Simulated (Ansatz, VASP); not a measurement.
Li15S8 (a cell with a defect) in VASP and in Ansatz

```
CELL_PARAMETERS angstrom
0.00000 5.67034 5.67034
5.67034 0.00000 5.67034
5.67034 5.67034 0.00000
ATOMIC_POSITIONS crystal
Li 0.37500 0.37500 0.87500
Li 0.37500 0.87500 0.37500
Li 0.37500 0.87500 0.87500
Li 0.87500 0.37500 0.37500
Li 0.87500 0.37500 0.87500
Li 0.87500 0.87500 0.37500
Li 0.87500 0.87500 0.87500
Li 0.12500 0.12500 0.12500
Li 0.12500 0.12500 0.62500
Li 0.12500 0.62500 0.12500
Li 0.12500 0.62500 0.62500
Li 0.62500 0.12500 0.12500
Li 0.62500 0.12500 0.62500
Li 0.62500 0.62500 0.12500
Li 0.62500 0.62500 0.62500
S 0.00000 0.00000 0.00000
S 0.00000 0.00000 0.50000
S 0.00000 0.50000 0.00000
S 0.00000 0.50000 0.50000
S 0.50000 0.00000 0.00000
S 0.50000 0.00000 0.50000
S 0.50000 0.50000 0.00000
S 0.50000 0.50000 0.50000
```

Change from the starting cell: Li vacancy, charge +0, host positions.

Alike in both runs: task electric field gradients; functional PBE; k mesh 3 × 3 × 3; occupations fermi-dirac, width 0.01 eV; collinear spin.

```csv
,VASP,Ansatz
version,VASP 6.6.1,Ansatz 0.2.0
potentials or method,"VASP PAW PBE potentials, release 64 (Li_sv, S)","plane-wave PAW, scalar-relativistic"
plane-wave cutoff (eV),520,420
valence electrons in the cell,93,93
```

Ansatz gave:

| Property | Result |
| --- | --- |
| rms of the force components (eV/Å) | 0.099 |
| net moment per atom (μB) | 0.03 |
| size of the moment on the site where the two differ most (μB) | 0.11 |
| Vzz of the field gradient on the site that differs most (V/Å²) | 17.1 |

Q: What did VASP give for the same quantities?

A: rms of the force components (eV/Å): 0.099; net moment per atom (μB): 0.03; size of the moment on the site where the two differ most (μB): 0.10; Vzz of the field gradient on the site that differs most (V/Å²): 17.6.

Site moments also hang on the region over which each program counts them. Atom by atom the forces differ by 0.001 eV/Å (rms over components). With one functional, cell and mesh, what is left measures potentials, basis and numerics.
